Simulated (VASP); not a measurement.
## MnF2: single point with PBE

MnF2:

```
Mn F
1.0
     4.87380    0.00000    0.00000
     0.00000    4.87380    0.00000
     0.00000    0.00000    3.31070
Mn F
2 4
Direct
  0.50000 0.50000 0.50000
  0.00000 0.00000 0.00000
  0.80530 0.19470 0.50000
  0.69470 0.69470 0.00000
  0.19470 0.80530 0.50000
  0.30530 0.30530 0.00000
```

| Property | Result |
| --- | --- |
| Program | VASP 6.6.1 |
| Task | single point |
| Functional | PBE |
| Potentials or basis | VASP PAW PBE potentials, release 64 (Mn_pv, F) |
| Cutoff | 520 eV |
| k mesh | 6 × 6 × 8 |
| Occupations | gaussian, width 0.011 eV |
| Spin | collinear spin, ferromagnetic start |
| Starting moments | [4.0, 4.0, 0.0, 0.0, 0.0, 0.0] μB |
| Further INCAR settings | ALGO = Normal; EDIFF = 1e-06; NBANDS = 40 |

```
Pressure                                              : 3.7 GPa
Largest force                                         : 0.044 eV/Å
Band gap on the k mesh                                : 1.12 eV, direct
Net moment                                            : 10.00 μB per cell
Site moments                                          : Mn +4.59; F +0.09 μB
Valence electrons inside the program's atomic spheres : Mn 11.26; F 6.10
```

Forces on the atoms (eV/Å):
```
Mn   0.000  0.000  0.000
Mn   0.000  0.000  0.000
F   -0.031  0.031  0.000
F    0.031  0.031  0.000
F    0.031 -0.031  0.000
F   -0.031 -0.031  0.000
```

Stress tensor (GPa, compression positive):
```
3.57 0.00 0.00
0.00 3.57 0.00
0.00 0.00 4.04
```

Levels at points of the mesh, in eV from the valence-band top:
Spin up:
```csv
k point,band 29,band 30,band 31,band 32,band 33,band 34,band 35,band 36
"(0.00, 0.00, 0.00)",-1.57,-0.56,-0.56,0.00,1.12,6.48,6.48,7.78
"(0.50, 0.00, 0.00)",-0.82,-0.82,-0.68,-0.68,3.47,3.47,7.79,7.79
"(0.50, 0.50, 0.00)",-1.12,-1.12,-0.56,-0.56,4.97,4.97,5.55,5.55
"(0.00, 0.00, 0.50)",-1.24,-1.24,-1.00,-1.00,5.72,5.72,9.58,9.58
"(0.50, 0.00, 0.50)",-1.66,-1.66,-0.32,-0.32,6.85,6.85,6.90,6.90
"(0.50, 0.50, 0.50)",-1.27,-1.27,-0.83,-0.83,6.78,6.78,7.91,7.91
```
Spin down:
| k point | band 19 | band 20 | band 21 | band 22 | band 23 | band 24 | band 25 | band 26 |
| --- | --- | --- | --- | --- | --- | --- | --- | --- |
| (0.00, 0.00, 0.00) | -5.07 | -4.68 | -4.68 | -4.39 | 1.70 | 1.75 | 2.14 | 2.22 |
| (0.50, 0.00, 0.00) | -5.46 | -5.46 | -4.72 | -4.72 | 1.92 | 1.92 | 2.34 | 2.34 |
| (0.50, 0.50, 0.00) | -5.12 | -5.12 | -5.04 | -5.04 | 1.79 | 1.79 | 2.24 | 2.24 |
| (0.00, 0.00, 0.50) | -5.30 | -5.30 | -5.08 | -5.08 | 2.15 | 2.15 | 2.25 | 2.25 |
| (0.50, 0.00, 0.50) | -5.14 | -5.14 | -4.89 | -4.89 | 1.88 | 1.88 | 2.29 | 2.29 |
| (0.50, 0.50, 0.50) | -4.87 | -4.87 | -4.79 | -4.79 | 2.12 | 2.12 | 2.23 | 2.23 |

Wall time 99 s on 1 thread of Intel(R) Xeon(R) 6975P-C (Granite Rapids) (shared host), peak memory 0.35 GiB.

Caveat: only a ferromagnetic start was run, and an antiferromagnetic order may lie lower in energy. A hybrid or GW would open this gap; PBE tends to underestimate it.
